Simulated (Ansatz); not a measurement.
# Where V_Cd puts its levels in the gap of CdSe (P6_3mc)

Wanted: the transition levels of a vacancy in CdSe (P6_3mc), from a cell of 72 host atoms with 1 Cd taken out.

Method: place-levels on r2SCAN runs: charge-transition levels and formation energies with image-charge correction and potential alignment at the atomic sites; PAW set soft_1, in Ansatz 0.2.0.

## (1) Set-up

The cell holds 71 atoms: 35 Cd and 36 Se. Cell: a = 13.023 Å, b = 13.023 Å, c = 14.159 Å, α = 90.0°, β = 90.0°, γ = 120.0°. It derives from CdSe (space group P6_3mc). Nearest the centre at fractional (0.444, 0.556, 0.500): Se12 at 2.66 Å, Se43 at 2.66 Å, Se36 at 2.66 Å, Se38 at 2.66 Å, Cd14 at 4.34 Å, Cd45 at 4.34 Å, Cd37 at 4.34 Å, Cd10 at 4.34 Å.

Screening for the image-charge correction: ε∞ = (8.02, 8.02, 8.09), ε0 = (11.43, 11.43, 12.09), computed on the host (DFPT, PBEsol, on the r2SCAN cell), and a cell off the functional's own equilibrium shifts the ionic part.

The cell's shortest repeat is 13.0 Å.

## (2) What was run first

A transition level is the Fermi level at which two charge states cost the same, so each charge needs its own total energy, at its own relaxed structure.

Random displacements of about 0.05 Å break the site symmetry at the start, so that the relaxation can reach a distorted minimum if there is one. Forces are taken at one point at (¼, ¼, ¼). The cell holds 2 electrons more than the neutral one, with a uniform background that keeps it neutral on the whole.

The sampling was tested on the host first: at the k-points planned (1x1x1 shifted 0.25 0.25 0.25) its energy lies -0.014 eV an atom from the dense-mesh value, under the bound of 0.02 eV set for this test; that bounds the host's error, not the defect's.

One state's input; the others differ in charge, spin, start and seed, and in occupations where the table says so.

Input file qm2.relax/input.yaml:

```yaml
crystal:
  lattice:
    - [13.02269577, 0.0, 0.0]
    - [-6.51134789, 11.27798537, 0.0]
    - [0.0, 0.0, 14.15932736]
  atoms:
    - { symbol: Cd, position: [0.11111111, 0.22222222, 2.861e-05] }
    - { symbol: Cd, position: [0.22222222, 0.11111111, 0.25002861] }
[... 1 atom line left out ...]
    - { symbol: Se, position: [0.22222222, 0.11111111, 0.43797139] }
    - { symbol: Cd, position: [0.11111111, 0.22222222, 0.50002861] }
[... 4 atom lines left out ...]
    - { symbol: Cd, position: [0.22222222, 0.44444444, 0.25002861] }
[... 1 atom line left out ...]
    - { symbol: Se, position: [0.22222222, 0.44444444, 0.43797139] }
    - { symbol: Cd, position: [0.11111111, 0.55555556, 0.50002861] }
    - { symbol: Cd, position: [0.22222222, 0.44444444, 0.75002861] }
[... 5 atom lines left out ...]
    - { symbol: Se, position: [0.22222222, 0.77777778, 0.43797139] }
[... 8 atom lines left out ...]
    - { symbol: Cd, position: [0.44444444, 0.22222222, 0.50002861] }
[... 4 atom lines left out ...]
    - { symbol: Cd, position: [0.55555556, 0.44444444, 0.25002861] }
    - { symbol: Se, position: [0.44444444, 0.55555556, 0.18797139] }
    - { symbol: Se, position: [0.55555556, 0.44444444, 0.43797139] }
    - { symbol: Cd, position: [0.55555556, 0.44444444, 0.75002861] }
    - { symbol: Se, position: [0.44444444, 0.55555556, 0.68797139] }
[... 2 atom lines left out ...]
    - { symbol: Cd, position: [0.55555556, 0.77777778, 0.25002861] }
[... 1 atom line left out ...]
    - { symbol: Se, position: [0.55555556, 0.77777778, 0.43797139] }
    - { symbol: Cd, position: [0.44444444, 0.88888889, 0.50002861] }
    - { symbol: Cd, position: [0.55555556, 0.77777778, 0.75002861] }
[... 14 atom lines left out ...]
    - { symbol: Cd, position: [0.77777778, 0.55555556, 0.50002861] }
[... 6 atom lines left out ...]
    - { symbol: Se, position: [0.88888889, 0.77777778, 0.43797139] }
    - { symbol: Cd, position: [0.77777778, 0.88888889, 0.50002861] }
[... 2 atom lines left out ...]
    - { symbol: Se, position: [0.88888889, 0.77777778, 0.93797139] }
  host:
    repeats: [3, 3, 2]
    atoms:
      - { symbol: Cd, position: [0.33333333, 0.66666667, 5.722e-05] }
      - { symbol: Cd, position: [0.66666667, 0.33333333, 0.50005722] }
      - { symbol: Se, position: [0.33333333, 0.66666667, 0.37594278] }
      - { symbol: Se, position: [0.66666667, 0.33333333, 0.87594278] }
total_charge: -2
basis:
  ecutwfc: 500
  xc_grid: 2
hamiltonian:
  xc: r2scan
  pseudopotentials: { kind: paw, azcp: { folder: soft_1 } }
kpoints:
  mp_grid: { grid: [1, 1, 1], shift: [0.25, 0.25, 0.25] }
scf:
  occupations: { method: fixed }
  max_iter: 100
output:
  forces: true
  charged_corrections:
    epsilon: [8.02, 8.02, 8.09]
    static_epsilon: [11.43, 11.43, 12.09]
    defect_position: [0.444444, 0.555556, 0.500029]
relax:
  f_tol: 0.02
  max_steps: 80
  random_displacement: { amplitude: 0.05, seed: 158 }
checkpoint:
  write: "../qm2.relax.run"
  compress: false
  write_wavefunctions: true
  write_every: 100000
```

Started as:

```console
$ ansatz run input.yaml --threads 6 --pin off --max-ram 37683MiB --backend cuda --events-out ev --progress --plain --runs-dir out
```

The relaxed structure is kept and the sampling changed to a 2×2×2 shifted mesh.

The run of this state that the levels use, under r2SCAN:

Input file qm2.point/input.yaml:

```yaml
crystal:
  checkpoint: "../qm2.relax.run"
  host: checkpoint
total_charge: -2
basis:
  ecutwfc: 500
  xc_grid: 2
hamiltonian:
  xc: r2scan
  pseudopotentials: { kind: paw, azcp: { folder: soft_1 } }
kpoints:
  mp_grid: { grid: [2, 2, 2], shift: [0.5, 0.5, 0.5] }
scf:
  occupations: { method: fermi_dirac, width: 0.01 }
  max_iter: 100
output:
  forces: true
  eigenvalues: true
  charged_corrections:
    epsilon: [8.02, 8.02, 8.09]
    static_epsilon: [11.43, 11.43, 12.09]
    defect_position: [0.444444, 0.555556, 0.500029]
  eigenstates: { localisation: true }
  populations: true
checkpoint:
  read: "../qm2.relax.run"
  write: "../qm2.point.run"
  compress: false
  write_wavefunctions: false
  write_every: 100000
```

Relaxations under r2SCAN at one point at (¼, ¼, ¼); times on 1 × NVIDIA H100 80GB HBM3 with 6 threads of AMD EPYC 7R13 (Zen 3), shared host:

| charge | moment (μB) | occupations | outcome | steps | largest displacement against the far atoms (Å) | time |
| --- | --- | --- | --- | --- | --- | --- |
| −2 | 0 | fixed | converged | 5 | 0.25 | 23 s |
| −1 | 1 | fixed | converged | 9 | 0.25 | 64 s |
| 0 | 0 | fixed | not converged | - | - | 12 s |
| 0 | 0 | fermi-dirac | converged | 6 | 0.22 | 27 s |
| 0 | 2 | fixed | converged | 6 | 0.22 | 52 s |
| +1 | 1 | fixed | converged | 6 | 0.23 | 50 s |
| +1 | 3 | fixed | converged | 6 | 0.16 | 51 s |

Single points under r2SCAN at a 2×2×2 shifted mesh; times on 1 × NVIDIA H100 80GB HBM3 with 6 threads of AMD EPYC 7R13 (Zen 3), shared host:

| charge | moment (μB) | occupations | outcome | time |
| --- | --- | --- | --- | --- |
| −2 | 0 | fermi-dirac | converged | 31 s |
| −1 | 1 | fermi-dirac | converged | 78 s |
| 0 | 0 | fermi-dirac | converged | 34 s |
| 0 | 2 | fermi-dirac | converged | 73 s |
| +1 | 1 | fermi-dirac | converged | 73 s |
| +1 | 3 | fermi-dirac | converged | 73 s |

Distances (Å) from the ideal centre to the nearest atoms after relaxation with r2SCAN:

| charge | moment (μB) | 1. | 2. | 3. | 4. | 5. | 6. |
| --- | --- | --- | --- | --- | --- | --- | --- |
| −2 | 0 | Se 2.40 | Se 2.41 | Se 2.45 | Se 2.46 | Cd 4.19 | Cd 4.19 |
| −1 | 1 | Se 2.41 | Se 2.44 | Se 2.46 | Se 2.60 | Cd 4.20 | Cd 4.21 |
| 0 | 0 | Se 2.44 | Se 2.44 | Se 2.47 | Se 2.53 | Cd 4.21 | Cd 4.21 |
| 0 | 2 | Se 2.45 | Se 2.45 | Se 2.53 | Se 2.58 | Cd 4.20 | Cd 4.22 |
| +1 | 1 | Se 2.44 | Se 2.46 | Se 2.52 | Se 2.55 | Cd 4.21 | Cd 4.22 |
| +1 | 3 | Se 2.50 | Se 2.51 | Se 2.51 | Se 2.58 | Cd 4.24 | Cd 4.24 |

## (3) Levels against the band edges, r2SCAN

A charged cell interacts with its images and the background, and its potential has another zero than the host's. place-levels removes the first by a point-charge model, screened by the static dielectric constant since the ions have relaxed around the charge, and the second by comparing potentials at atoms far from the defect.

The host is a run of the defect-free crystal in the same cutoffs, grids and k-points, so that basis and sampling errors cancel in part in the differences. The host is run in a cell of 4 atoms on a matching mesh. Its band edges are searched through the zone by a band path, so the gap is smaller than, or equal to, that on the mesh. Chemical potentials are energies per atom of Cd (hcp), run with the same functional and cutoff.

Input file levels.point.yaml:

```yaml
host:
  run: host.point.run
states: [qm2.point.run, qm1_M1.point.run, q0.point.run, q0_M2.point.run, qp1_M1.point.run, qp1_M3.point.run]
geometry_from:
  qm2.point.run: qm2.relax.run
  qm1_M1.point.run: qm1_M1.relax.run
  q0.point.run: q0.relax_smeared.run
  q0_M2.point.run: q0_M2.relax.run
  qp1_M1.point.run: qp1_M1.relax.run
  qp1_M3.point.run: qp1_M3.relax.run
  host.point.run: host.relax.run
chemical_potentials:
  Cd:
    energy: -8268.253598
    dataset: "<sha256 of the dataset>"
epsilon: [8.02, 8.02, 8.09]
static_epsilon: [11.43, 11.43, 12.09]
vertical:
  - { from: qm2.point.run, to: qm2.point_neutral.run }
  - { from: qm1_M1.point.run, to: qm1_M1.point_neutral.run }
  - { from: qp1_M1.point.run, to: qp1_M1.point_neutral.run }
  - { from: qp1_M3.point.run, to: qp1_M3.point_neutral.run }
```

Started as:

```console
$ ansatz place-levels levels.point.yaml -- --threads 6 --pin off --max-ram 37683MiB
```

Numbers of over 12 decimals in the logs are rounded to 6 here.

Output:

```text
[... repeated set-up lines and file paths are left out, and long positions are rounded to six places ...]
(+1/0) 0.000 eV above the valence edge (-0.149 eV without the band-filling correction), 1.097 eV under the conduction edge
(0/-1) 0.112 eV above the valence edge, 0.986 eV under the conduction edge
(-1/-2) 0.418 eV above the valence edge, 0.679 eV under the conduction edge
formation energy of charge +1: +3.953 eV with the Fermi level at the valence edge
formation energy of charge 0: +3.953 eV with the Fermi level at the valence edge
formation energy of charge -1: +4.065 eV with the Fermi level at the valence edge
formation energy of charge -2: +4.483 eV with the Fermi level at the valence edge
vertical -2 to 0: no energy, since no alignment is typed
  the change from vertical[0].from (qm2.point.run) to vertical[0].to (qm2.point_neutral.run): by its potential at epsilon [8.02, 8.02, 8.09] it stands at 0.472 0.529 0.468, with an rms radius of about 5.5 Å (3.1 3.1 3.2 Å across the planes of the cell's [...]
vertical -1 to 0: no energy, since no alignment is typed
  the change from vertical[1].from (qm1_M1.point.run) to vertical[1].to (qm1_M1.point_neutral.run): by its potential at epsilon [8.02, 8.02, 8.09] it stands at 0.434 0.559 0.518, with an rms radius of about 6.6 Å (3.6 3.6 4.2 Å across the planes of the cell's [...]
vertical +1 to 0: no energy, since no alignment is typed
  the change from vertical[2].from (qp1_M1.point.run) to vertical[2].to (qp1_M1.point_neutral.run): by its spins about the atoms it stands at 0.489 0.523 0.484, with an rms radius of about 3.3 Å (1.6 1.7 2.2 Å across the planes of the cell's vectors); [...]
vertical +1 to 0: no energy, since no alignment is typed
  the change from vertical[3].from (qp1_M3.point.run) to vertical[3].to (qp1_M3.point_neutral.run): by its potential at epsilon [8.02, 8.02, 8.09] it stands at 0.472 0.516 0.526, with an rms radius of about 4.3 Å (1.8 1.8 3.5 Å across the planes of the cell's [...]
  edges by r2scan, gap 1.097 eV; the host is sampled to repeats of 26.05 Å
  the defect's cells are sampled to repeats of 26.05 Å, like sampling
  charge +1: -486659.1211 eV with its correction of -0.187 eV, at epsilon [11.43, 11.43, 12.09], aligned at sites: -0.3247 eV, mean over 33 atomic sites at or beyond 6.51 Å from the defect at [0.4444, 0.5556, 0.5000], with +0.000000 for the charge's moments [...]
  states[4] (qp1_M1.point.run): levels filled in part (TS 0.004 eV): its energy is of no whole electron's
  charge 0: +0.000 eV for its dipole among its images, +0.003 omitted
  charge -1: -486645.9000 eV with its correction of +0.363 eV, at epsilon [11.43, 11.43, 12.09], aligned at sites: -0.2250 eV, mean over 33 atomic sites at or beyond 6.51 Å from the defect at [0.4444, 0.5556, 0.5000], with -0.005586 for the charge's moments [...]
  states[1] (qm1_M1.point.run): levels filled in part (TS 0.005 eV): its energy is of no whole electron's
  charge -2: -486638.8527 eV with its correction of +0.937 eV, at epsilon [11.43, 11.43, 12.09], aligned at sites: -0.1932 eV, mean over 33 atomic sites at or beyond 6.51 Å from the defect at [0.4444, 0.5556, 0.5000], with -0.000865 for the charge's moments [...]
  charge +1: states[5] (qp1_M3.point.run) stands 0.075 eV higher, with a moment of 3.00 μB against 1.00
  states[5] (qp1_M3.point.run): levels filled in part (TS 0.008 eV): its energy is of no whole electron's
  charge 0: states[2] (q0.point.run) stands 0.014 eV higher, with a moment of 0.00 μB against 2.00
  states[2] (q0.point.run): levels filled in part (TS 0.013 eV): its energy is of no whole electron's
  of states[4] (qp1_M1.point.run): a band-filling correction moves a carrier to the host's band edge, which changes its energy by -0.149 eV; stability_check_not_made
  of states[3] (q0_M2.point.run): its displacements don't fall off away from the defect: farther atoms stand 0.018 Å off the host's places. [...]
  of states[1] (qm1_M1.point.run): it parts from the run at its places by a charge that spreads by about 3.6 Å along one vector (2 Å or more is wide), by its potential at epsilon [8.02, 8.02, 8.09], taken for that of held ions (one typed too small widens it), [...]
  of states[0] (qm2.point.run): it parts from the run at its places by a charge that spreads by about 3.1 Å along one vector (2 Å or more is wide), by its potential at epsilon [8.02, 8.02, 8.09], taken for that of held ions (one typed too small widens it), [...]
  of states[5] (qp1_M3.point.run): it parts from the run at its places by a charge that spreads by about 3.5 Å along one vector (2.5 Å or more is wide), by its potential at epsilon [8.02, 8.02, 8.09], taken for that of held ions (one typed too small widens [...]
  of vertical[0].from (qm2.point.run): it parts from the run at its places by a charge that spreads by about 3.1 Å along one vector (2 Å or more is wide), by its potential at epsilon [8.02, 8.02, 8.09], taken for that of held ions (one typed too small widens [...]
  vertical[0].to (qm2.point_neutral.run): levels filled in part (TS 0.009 eV): its energy is of no whole electron's
  vertical[1].from (qm1_M1.point.run): levels filled in part (TS 0.005 eV): its energy is of no whole electron's
  of vertical[1].from (qm1_M1.point.run): stability_check_not_made; [...]
  vertical[1].to (qm1_M1.point_neutral.run): levels filled in part (TS 0.013 eV): its energy is of no whole electron's
  vertical[2].from (qp1_M1.point.run): levels filled in part (TS 0.004 eV): its energy is of no whole electron's
  of vertical[2].from (qp1_M1.point.run): stability_check_not_made
  vertical[2].to (qp1_M1.point_neutral.run): levels filled in part (TS 0.014 eV): its energy is of no whole electron's
  vertical[3].from (qp1_M3.point.run): levels filled in part (TS 0.008 eV): its energy is of no whole electron's
  of vertical[3].from (qp1_M3.point.run): its moments are held at its close (magnetization.spin_locking), by a field of 0.038 eV a Bohr magneton, and its energy and levels are of the state that this holds: a run that lets them go can end lower; [...]
  vertical[3].to (qp1_M3.point_neutral.run): levels filled in part (TS 0.014 eV): its energy is of no whole electron's
```

The job ended after 0.71 s (6 threads of AMD EPYC 7R13 (Zen 3), shared host).

Levels between the charges placed, in eV above the valence top:

|  | gap (eV) | (+1/0) | (0/−1) | (−1/−2) |
| --- | --- | --- | --- | --- |
| r2SCAN | 1.10 | 0.00 | 0.11 | 0.42 |

Corrections by state:

| charge | moment (μB) | image terms and alignment (eV) | band filling (eV) | ε used | over the lowest of its charge, as the program ranks them, band filling apart (eV) |
| --- | --- | --- | --- | --- | --- |
| +1 | 1.0 | -0.187 | -0.149 | principal values (11.43, 11.43, 12.09) | 0.000 |
| 0 | 2.0 | 0.000 | - | - | 0.000 |
| −1 | 1.0 | 0.363 | - | principal values (11.43, 11.43, 12.09) | 0.000 |
| −2 | 0.0 | 0.937 | - | principal values (11.43, 11.43, 12.09) | 0.000 |
| +1 | 3.0 | -0.175 | - | principal values (11.43, 11.43, 12.09) | 0.075 |
| 0 | 0.0 | 0.000 | - | - | 0.014 |

The charged structures listed were also run neutral, and place-levels reads from each pair, by the potential or the spins, how wide the charge is by which they differ; that can be the carrier of either run.

| charge | rms radius (Å) | spread where it is widest against the cell (Å) | wide from (Å) | reading |
| --- | --- | --- | --- | --- |
| +1 | 3.3 | 2.25 | 2.45 | narrow |
| −1 | 6.6 | 3.61 | 1.95 | wide |
| −2 | 5.5 | 3.14 | 1.95 | wide |

The neutral runs of these pairs need not share the spin of the lowest neutral state, and very wide values only mean spread over the cell.

From the program's caveats on the states, each cut to its opening words:

- charge +1 (1 μB): a band-filling correction moves a carrier to the host's band edge, which changes its energy by -0.149 eV
- charge +1 (1 μB), 0 (2 μB), −1 (1 μB), +1 (3 μB): flagged: stability check not made
- charge 0 (2 μB): its displacements don't fall off away from the defect: farther atoms stand 0.018 Å off the host's places
- charge −1 (1 μB): it parts from the run at its places by a charge that spreads by about 3.6 Å along one vector (2 Å or more is wide), by its potential at epsilon [8.02, 8.02, [...]
- charge −1 (1 μB): the host's ions (past the first shell or, of a walk that freed a part, those that it held) aren't shown at rest: they stand up to 0.169 Å off their sites, 3.85 [...]
- charge −2: it parts from the run at its places by a charge that spreads by about 3.1 Å along one vector (2 Å or more is wide), by its potential at epsilon [8.02, 8.02, [...]
- charge +1 (3 μB): it parts from the run at its places by a charge that spreads by about 3.5 Å along one vector (2.5 Å or more is wide), by its potential at epsilon [8.02, 8.02, [...]
- charge +1 (3 μB): its moments are held at its close (magnetization.spin_locking), by a field of 0.038 eV a Bohr magneton, and its energy and levels are of the state that this [...]

The host's formation energy from the elements is -0.759 eV per atom; it sets how far the chemical potentials can move.

Limit set by the element alone; other compounds of these elements are not counted. Chemical potentials from the elements' reference states: Cd 0.00 eV, Se -1.52 eV. Formation energies (Cd-rich), with the Fermi level at the valence top and at the conduction bottom (gap 1.10 eV):

| charge | at valence top (eV) | at conduction bottom (eV) | correction included (eV) |
| --- | --- | --- | --- |
| +1 | 3.95 | 5.05 | -0.34 |
| 0 | 3.95 | 3.95 | 0.00 |
| −1 | 4.06 | 2.97 | 0.36 |
| −2 | 4.48 | 2.29 | 0.94 |

```tsv
Fermi level (eV)	lowest formation energy (eV)
0.00	3.95
0.10	3.95
0.20	3.87
0.30	3.77
0.40	3.67
0.50	3.49
0.60	3.29
0.70	3.09
0.80	2.89
0.90	2.69
1.00	2.49
1.10	2.29
```

Limit set by the element alone; other compounds of these elements are not counted. Chemical potentials from the elements' reference states: Se 0.00 eV, Cd -1.52 eV. Formation energy by charge state (Se-rich; gap 1.10 eV):

| charge | at valence top (eV) | at conduction bottom (eV) | correction included (eV) |
| --- | --- | --- | --- |
| +1 | 2.43 | 3.53 | -0.34 |
| 0 | 2.43 | 2.43 | 0.00 |
| −1 | 2.55 | 1.45 | 0.36 |
| −2 | 2.96 | 0.77 | 0.94 |

```tsv
Fermi level (eV)	lowest formation energy (eV)
0.00	2.43
0.10	2.43
0.20	2.35
0.30	2.25
0.40	2.15
0.50	1.97
0.60	1.77
0.70	1.57
0.80	1.37
0.90	1.17
1.00	0.97
1.10	0.77
```

## (4) What came out

* gap of the host: 1.10 eV (r2SCAN)
* level (plus 1/0): 0.00 eV above the valence top (-0.15 eV above the valence top without the band-filling term)
* level (0/minus 1): 0.11 eV above the valence top
* level (minus 1/minus 2): 0.42 eV above the valence top
* lowest of the charges placed, just above the valence top (0.02 eV): 0
* lowest of the charges placed, just below the conduction bottom (0.02 eV): −2
* lowest formation energy at mid-gap of the charges run, Cd-rich: 3.39 eV
* lowest formation energy at mid-gap of the charges run, Se-rich: 1.87 eV

What this shows: Of the charges placed (−2, −1, 0 and +1), the lowest changes at 0.11 eV (0/−1) and 0.42 eV (−1/−2) above the valence top, in a gap of 1.10 eV. (0/−1) and (−1/−2) lie nearer to a band edge than the share of the finite-size correction in them (0.36 and 0.57 eV), and that correction holds for a localised charge alone. (0/−1) lies 0.11 eV from a band edge, less than the doubt on such levels. Charges below −2 were not placed, so these runs say nothing of levels that involve them. States placed: +1 at 1 μB and 3 μB; 0 at 2 μB and 0 μB; −1 at 1 μB; −2 at 0 μB. Other spin states or structures, where not listed, weren't placed. The program finds carriers beyond a band edge of the host and adds a band-filling term at charge +1 (-0.15 eV); steps to such a charge show no bound level, and a defect level inside a band would be read the same way. What this leaves open: r2SCAN makes the gap too small and tends to spread out bound carriers; spin–orbit coupling, which can matter with heavy atoms, is left out; force components of up to 0.12 eV/Å remain in a run at the final settings.

[Logs are printed without paths, hosts, clocks, repeated set-up lines and the standing remarks that a program may print on its own settings, such as how far it seeks lower states.]

[Hosts, paths, dates, database ids (printed as entryN), source tags and the programs' standing remarks are cut or masked in the printed files.]

[Where a table of states has a column of steps, it counts the stored structures, which are thinned; the runs took as many ionic steps or more.]

[A defect's name tells the site on which it was built; relaxed atoms can leave that site.]

[For some hosts the program warned that the k-mesh of the response run may be too coarse for force constants and the static dielectric constant; such warnings are not shown here.]
